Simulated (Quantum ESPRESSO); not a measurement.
# Hf (Im-3m) in Quantum ESPRESSO: further runs

One crystal, Hf, is run at these levels: LDA, PBE, PBE+U; tasks: phonons, phonon dispersion, Wannier functions, Hubbard U by linear response.

All numbers are computed with Quantum ESPRESSO 7.5; they aren't measurements. Logs are shortened: lines on timing, memory, paths and dates and some standing lists are left out, and cuts for length are marked.

## (1) The crystal as given

Symmetry: Im-3m, No. 229, cubic system. Conventional cell: a = 3.610 Å, b = 3.610 Å, c = 3.610 Å, α = 90.00°, β = 90.00°, γ = 90.00°. Hf (site symmetry m-3m) is surrounded by 8 Hf at 3.13 Å.

This isn't the form of Hf at room conditions, which is hcp.

## (2) Phonons, LDA

pw.in

```
&CONTROL
  calculation = 'scf'
  prefix = 'pwscf'
  outdir = './tmp'
  pseudo_dir = './pseudo'
  tprnfor = .true.
  tstress = .true.
  disk_io = 'low'
/
&SYSTEM
  ibrav = 0
  nat = 1
  ntyp = 1
  ecutwfc = 36
  ecutrho = 216
  nbnd = 12
  occupations = 'smearing'
  smearing = 'gaussian'
  degauss = 0.00999582
/
&ELECTRONS
  conv_thr = 2d-10
  electron_maxstep = 120
  mixing_beta = 0.5
/
ATOMIC_SPECIES
Hf   178.4900 Hf.LDA_PW-JTH.UPF
CELL_PARAMETERS angstrom
  -1.8050000000    1.8050000000    1.8050000000
   1.8050000000   -1.8050000000    1.8050000000
   1.8050000000    1.8050000000   -1.8050000000
ATOMIC_POSITIONS crystal
Hf     0.0000000000    0.0000000000    0.0000000000
K_POINTS automatic
10 10 10 0 0 0
```

relax.in

```
&CONTROL
  calculation = 'vc-relax'
  prefix = 'pwscf'
  outdir = './tmp'
  pseudo_dir = './pseudo'
  tprnfor = .true.
  tstress = .true.
  disk_io = 'low'
  nstep = 40
  forc_conv_thr = 0.0001
  etot_conv_thr = 1d-06
/
&SYSTEM
  ibrav = 0
  nat = 1
  ntyp = 1
  ecutwfc = 36
  ecutrho = 216
  nbnd = 12
  occupations = 'smearing'
  smearing = 'gaussian'
  degauss = 0.00999582
/
&ELECTRONS
  conv_thr = 2d-10
  electron_maxstep = 120
  mixing_beta = 0.5
/
&IONS
  ion_dynamics = 'bfgs'
/
&CELL
  cell_dynamics = 'bfgs'
  press = 0
  press_conv_thr = 0.2
/
ATOMIC_SPECIES
Hf   178.4900 Hf.LDA_PW-JTH.UPF
CELL_PARAMETERS angstrom
  -1.8050000000    1.8050000000    1.8050000000
   1.8050000000   -1.8050000000    1.8050000000
   1.8050000000    1.8050000000   -1.8050000000
ATOMIC_POSITIONS crystal
Hf     0.0000000000    0.0000000000    0.0000000000
K_POINTS automatic
10 10 10 0 0 0
```

scf2.in

```
&CONTROL
  calculation = 'scf'
  prefix = 'pwscf'
  outdir = './tmp'
  pseudo_dir = './pseudo'
  tprnfor = .true.
  tstress = .true.
  disk_io = 'low'
/
&SYSTEM
  ibrav = 0
  nat = 1
  ntyp = 1
  ecutwfc = 36
  ecutrho = 216
  nbnd = 12
  occupations = 'smearing'
  smearing = 'gaussian'
  degauss = 0.00999582
/
&ELECTRONS
  conv_thr = 1d-13
  electron_maxstep = 120
  mixing_beta = 0.5
  startingpot = 'file'
  startingwfc = 'file'
/
ATOMIC_SPECIES
Hf   178.4900 Hf.LDA_PW-JTH.UPF
CELL_PARAMETERS angstrom
  -1.7217311683    1.7217311683    1.7217311683
   1.7217311683   -1.7217311683    1.7217311683
   1.7217311683    1.7217311683   -1.7217311683
ATOMIC_POSITIONS crystal
Hf     0.0000000000    0.0000000000    0.0000000000
K_POINTS automatic
10 10 10 0 0 0
```

ph.in

```
phonons of Hf
&INPUTPH
  prefix = 'pwscf'
  outdir = './tmp'
  tr2_ph = 1d-16
  fildyn = 'dyn'
  niter_ph = 60
  alpha_mix(1) = 0.4
/
0.4330127019 0.4330127019 0.4330127019
```

Potentials or basis: JTH 2.0 LDA.

Run with:

```bash
> OMP_NUM_THREADS=1 pw.x -in pw.in > pw.out
> OMP_NUM_THREADS=1 pw.x -in relax.in > relax.out
> OMP_NUM_THREADS=1 pw.x -in scf2.in > scf2.out
> OMP_NUM_THREADS=1 ph.x -in ph.in > ph.out
```

pw.out:

```text
This program is part of the open-source Quantum ESPRESSO suite
     for quantum simulation of materials; please cite
         "P. Giannozzi et al., J. Phys.:Condens. Matter 21 395502 (2009);
         "P. Giannozzi et al., J. Phys.:Condens. Matter 29 465901 (2017);
         "P. Giannozzi et al., J. Chem. Phys. 152 154105 (2020);
     in publications or presentations arising from this work. More details at

     file Hf.LDA_PW-JTH.UPF: wavefunction(s)  5S 5P 6P 5D 0D renormalized
     Message from routine setup:
     using ibrav=0 with symmetry is DISCOURAGED, use correct ibrav instead

     G-vector sticks info
     --------------------
     sticks:   dense  smooth     PW     G-vecs:    dense   smooth      PW
     Sum         561     375    155                 8583     4585    1205

     Using Slab Decomposition

     bravais-lattice index     =            0
     lattice parameter (alat)  =       5.9079  a.u.
     unit-cell volume          =     158.7407 (a.u.)^3
     number of atoms/cell      =            1
     number of atomic types    =            1
     number of electrons       =        12.00
     number of Kohn-Sham states=           12
     kinetic-energy cutoff     =      36.0000  Ry
     charge density cutoff     =     216.0000  Ry
     scf convergence threshold =      2.0E-10
     mixing beta               =       0.5000
     number of iterations used =            8  plain     mixing
     Exchange-correlation= SLA PW NOGX NOGC
                           (   1   4   0   0   0   0   0)

     celldm(1)=   5.907948  celldm(2)=   0.000000  celldm(3)=   0.000000
     celldm(4)=   0.000000  celldm(5)=   0.000000  celldm(6)=   0.000000

     crystal axes: (cart. coord. in units of alat)
               a(1) = (  -0.577350   0.577350   0.577350 )
               a(2) = (   0.577350  -0.577350   0.577350 )
               a(3) = (   0.577350   0.577350  -0.577350 )

     reciprocal axes: (cart. coord. in units 2 pi/alat)
               b(1) = ( -0.000000  0.866025  0.866025 )
               b(2) = (  0.866025 -0.000000  0.866025 )
               b(3) = (  0.866025  0.866025  0.000000 )

     PseudoPot. # 1 for Hf read from file:
     Hf.LDA_PW-JTH.UPF
     Pseudo is Projector augmented-wave + core cor, Zval = 12.0
     Generated using ATOMPAW code
     Shape of augmentation charge: SINC**2
     Using radial grid of 1119 points,  6 beta functions with:
                l(1) =   0
                l(2) =   0
                l(3) =   1
                l(4) =   1
                l(5) =   2
                l(6) =   2
     Q(r) pseudized with 0 coefficients

     atomic species   valence    mass     pseudopotential
     Hf               12.00   178.49000     Hf( 1.00)

     48 Sym. Ops., with inversion, found

   Cartesian axes

     site n.     atom                  positions (alat units)
         1        Hf     tau(   1) = (   0.0000000   0.0000000   0.0000000  )

     number of k points=    47  Gaussian smearing, width (Ry)=  0.0100
                       cart. coord. in units 2pi/alat
        k(    1) = (   0.0000000   0.0000000   0.0000000), wk =   0.0020000
        k(    2) = (   0.0866025   0.0866025   0.0000000), wk =   0.0240000
        k(    3) = (   0.1732051   0.1732051   0.0000000), wk =   0.0240000
        k(    4) = (   0.2598076   0.2598076   0.0000000), wk =   0.0240000
        k(    5) = (   0.3464102   0.3464102   0.0000000), wk =   0.0240000
        k(    6) = (  -0.4330127  -0.4330127   0.0000000), wk =   0.0120000
[... 39 lines left out ...]
        k(   46) = (  -0.8660254  -0.0866025  -0.0866025), wk =   0.0240000
        k(   47) = (  -0.8660254  -0.8660254  -0.8660254), wk =   0.0020000

     Dense  grid:     8583 G-vectors     FFT dimensions: (  27,  27,  27)

     Smooth grid:     4585 G-vectors     FFT dimensions: (  24,  24,  24)

     Check: negative core charge=   -0.000003

     Initial potential from superposition of free atoms

     starting charge      11.9984, renormalised to      12.0000
     Starting wfcs are   18 randomized atomic wfcs

     Self-consistent Calculation

     iteration #  1     ecut=    36.00 Ry     beta= 0.50
     Davidson diagonalization with overlap
     ethr =  1.00E-02,  avg # of iterations =  3.4

     Threshold (ethr) on eigenvalues was too large:
     Diagonalizing with lowered threshold

     Davidson diagonalization with overlap
     ethr =  1.38E-04,  avg # of iterations =  2.8

     total energy              =    -678.20406819 Ry
     estimated scf accuracy    <       0.01690963 Ry
[... 43 lines left out ...]
     iteration #  8     ecut=    36.00 Ry     beta= 0.50
     Davidson diagonalization with overlap
     ethr =  5.37E-12,  avg # of iterations =  2.0

     End of self-consistent calculation

          k = 0.0000 0.0000 0.0000 (   603 PWs)   bands (ev):

   -48.0923 -16.3715 -16.3715 -16.3715   6.7553  15.0156  15.0156  15.0156
    17.6648  17.6648  26.8363  26.8363
[... 18 lines left out ...]
   -48.0434 -17.0060 -16.5799 -16.3734  10.1497  13.2851  14.1230  17.5303
    18.2334  19.6840  23.9054  24.5718

          k =-0.4330-0.4330 0.0000 (   566 PWs)   bands (ev):

   -48.0382 -17.0691 -16.6014 -16.3737  10.3697  13.1425  14.5950  17.4497
    18.4013  20.7104  23.0001  23.9895

          k = 0.1732 0.0866 0.0866 (   584 PWs)   bands (ev):
[... 81 lines left out ...]
   -48.0344 -16.8140 -16.8140 -16.5198  12.2645  13.1504  13.1504  18.3420
    18.3420  19.5449  23.8477  23.8477

          k =-0.0000-0.1732 0.3464 (   578 PWs)   bands (ev):

   -48.0526 -16.8279 -16.5479 -16.4258   9.5831  13.8319  13.9984  16.4265
    17.7758  18.3765  25.3516  27.6059

          k = 0.0866-0.0866 0.3464 (   585 PWs)   bands (ev):
[... 46 lines left out ...]
   -48.0565 -16.6561 -16.5372 -16.5372   9.2348  14.5632  14.9934  14.9934
    16.3364  18.5231  26.3343  29.9220

          k =-0.0000-0.0866 0.4330 (   582 PWs)   bands (ev):

   -48.0412 -16.8052 -16.6120 -16.5591  10.3647  13.4864  14.8545  15.5743
    17.5609  18.2831  25.5059  29.0406

          k = 0.0000-0.1732 0.5196 (   576 PWs)   bands (ev):
[... 21 lines left out ...]
   -48.0160 -16.8814 -16.8814 -16.5912  12.2971  12.2971  13.8273  18.0058
    18.0058  21.4209  23.2087  23.2087

          k =-0.0000-0.0000 0.5196 (   582 PWs)   bands (ev):

   -48.0270 -16.8060 -16.6901 -16.6901  11.2152  12.7849  15.7932  15.7932
    17.7764  17.7797  26.4482  27.6251

          k = 0.0000-0.0866 0.6062 (   579 PWs)   bands (ev):
[... 26 lines left out ...]
   -47.9969 -16.8654 -16.8654 -16.8654  11.2445  11.2445  19.9454  19.9454
    19.9454  20.4843  20.4843  20.4843

     the Fermi energy is    13.6052 ev

!    total energy              =    -678.20497758 Ry
     total all-electron energy =      -678.204978 Ry
     estimated scf accuracy    <          2.9E-12 Ry
     smearing contrib. (-TS)   =      -0.00121437 Ry
     internal energy E=F+TS    =    -678.20376321 Ry

     The total energy is F=E-TS. E is the sum of the following terms:
     one-electron contribution =     -18.72847259 Ry
     hartree contribution      =      13.05487698 Ry
     xc contribution           =     -26.37595065 Ry
     ewald contribution        =     -76.81859135 Ry
     one-center paw contrib.   =    -569.33562560 Ry

     convergence has been achieved in   8 iterations

     Forces acting on atoms (cartesian axes, Ry/au):

     atom    1 type  1   force =     0.00000000    0.00000000    0.00000000

     Total force =     0.000000     Total SCF correction =     0.000000

     Computing stress (Cartesian axis) and pressure

          total   stress  (Ry/bohr**3)                   (kbar)     P=     -126.39
  -0.00085921   0.00000000   0.00000000         -126.39        0.00        0.00
   0.00000000  -0.00085921   0.00000000            0.00     -126.39        0.00
   0.00000000   0.00000000  -0.00085921            0.00        0.00     -126.39

=------------------------------------------------------------------------------=
   JOB DONE.
=------------------------------------------------------------------------------=
```

relax.out:

```text
This program is part of the open-source Quantum ESPRESSO suite
     for quantum simulation of materials; please cite
         "P. Giannozzi et al., J. Phys.:Condens. Matter 21 395502 (2009);
         "P. Giannozzi et al., J. Phys.:Condens. Matter 29 465901 (2017);
         "P. Giannozzi et al., J. Chem. Phys. 152 154105 (2020);
[... 2357 lines left out ...]
   0.00000000   0.00000943  -0.00000000            0.00        1.39       -0.00
  -0.00000000  -0.00000000   0.00000943           -0.00       -0.00        1.39

=------------------------------------------------------------------------------=
   JOB DONE.
=------------------------------------------------------------------------------=
```

scf2.out:

```text
This program is part of the open-source Quantum ESPRESSO suite
     for quantum simulation of materials; please cite
         "P. Giannozzi et al., J. Phys.:Condens. Matter 21 395502 (2009);
         "P. Giannozzi et al., J. Phys.:Condens. Matter 29 465901 (2017);
         "P. Giannozzi et al., J. Chem. Phys. 152 154105 (2020);
[... 401 lines left out ...]
   0.00000000   0.00000941   0.00000000            0.00        1.38        0.00
   0.00000000   0.00000000   0.00000941            0.00        0.00        1.38

=------------------------------------------------------------------------------=
   JOB DONE.
=------------------------------------------------------------------------------=
```

Run time: 51 s. Hardware: 1 thread of Intel Xeon 6975P-C (Granite Rapids), shared host; peak memory 0.09 GiB.

What came out:

| Quantity | Value |
| --- | --- |
| Free energy | -9227.5810 eV |
| Relaxed volume | 20.42 Å³/atom |
| Relaxed cell | a = 2.982 Å, b = 2.982 Å, c = 2.982 Å, α = 109.47°, β = 109.47°, γ = 109.47° |
| Space group after relaxing (to 0.05 Å) | Im-3m (No. 229) |
| Pressure after relaxing | 0.1 GPa |
| Band gap on the k mesh | none (metal or under the smearing width) |
| Highest phonon frequency at the q point run | 142 cm⁻¹ |

The path:
```
step  energy change (eV)  largest force (eV/Å)  pressure (GPa)  volume (Å³)
   1              0.0000                0.0000          -12.64        23.52
   2             -0.0945                0.0000           -7.51        22.04
   3             -0.1335                0.0000            1.26        20.18
   4             -0.1344                0.0000           -0.08        20.43
   5             -0.1344                0.0000            0.00        20.42
```

Final structure:
```
Hf
1.0
    -1.72173    1.72173    1.72173
     1.72173   -1.72173    1.72173
     1.72173    1.72173   -1.72173
Hf
1
Direct
  0.00000 0.00000 0.00000
```

Phonon frequencies in cm⁻¹ (negative: imaginary):
```csv
q point,frequencies
"(0.250, 0.250, 0.250)",142 142 142
```

Phonon modes at q = (0.250, 0.250, 0.250) in reciprocal lattice units:
```tsv
mode	symmetry	cm⁻¹
1	T_2	142
2	T_2	142
3	T_2	142
```

Caveat: the mesh is thin for the phonons of a metal; the cutoff is low for these files, which shifts pressure and relaxed volume; the q point doesn't lie on the k mesh, which can shift a metal's frequencies strongly unless the mesh is converged. Spin-orbit coupling is left out, which matters for the levels of Hf.

[end of part 1 of 4]
